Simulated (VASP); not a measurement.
Wanted: the native input for a VASP 6.6.1 run.

| Item | Value |
| --- | --- |
| Task | relaxation of cell and atoms |
| Functional | PBEsol |
| Potentials or basis | VASP PAW PBE potentials, release 64 (Ba_sv, Ti_sv, O) |
| Cutoff | 600 eV |
| k mesh | 8 × 8 × 8 |
| Occupations | gaussian, width 0.03 eV |
| Spin | no spin polarisation |
| Further INCAR settings | ALGO = Normal; EDIFF = 1e-07; IBRION = 2; EDIFFG = -0.005; NSW = 90; ISIF = 3 |

The structure of BaTiO3 lies in POSCAR:

```
BaTiO3                                  
1.0
    3.9830828737     -0.0000000000      0.0000000000
   -0.0000000000      3.9830828737     -0.0000000000
    0.0000000000      0.0000000000      3.9830828737
  Ba              Ti              O             
     1     1     3
Direct
     0.5000000000000000    0.5000000000000000    0.5000000000000000
     0.0000000000000000    0.0000000000000000    0.0000000000000000
     0.5000000000000000    0.0000000000000000    0.0000000000000000
     0.0000000000000000    0.5000000000000000    0.0000000000000000
     0.0000000000000000    0.0000000000000000    0.5000000000000000
```

These files were run (other wordings do the same):

INCAR

```
  PREC = Accurate
  ENCUT = 600
  EDIFF = 1E-7
  ISMEAR = 0
  SIGMA = 0.03
  LREAL = False
  LASPH = True
  NELM = 80
  ALGO = Normal
  ISIF = 3
  LWAVE = False
  LCHARG = False
  GGA = PS
  IBRION = 2
  NSW = 90
  EDIFFG = -0.005
  KPAR = 2
```

KPOINTS

```
Automatic mesh
0
Gamma
  8 8 8
```

Potentials or basis: VASP PAW PBE potentials, release 64 (Ba_sv, Ti_sv, O).

Run with:

```console
$ cat potpaw_PBE.64/Ba_sv/POTCAR potpaw_PBE.64/Ti_sv/POTCAR potpaw_PBE.64/O/POTCAR > POTCAR
$ mpirun -np 2 vasp_std > vasp.out
```

Results of the run:

- Pressure after relaxing: 0.0 GPa
- Band gap on the k mesh: 1.73 eV, indirect (least direct gap 1.86 eV)

Caveat: the relaxation stopped at its first step, so nothing moved; the PAW data sets were made with another functional, which shifts forces and pressure a little; spin-orbit coupling is left out, which moves the levels of the heavy elements.

Run time: 21 s on 2 MPI ranks on AMD EPYC 9R45 (Zen 5), on a shared host, peak memory 0.19 GiB a rank.
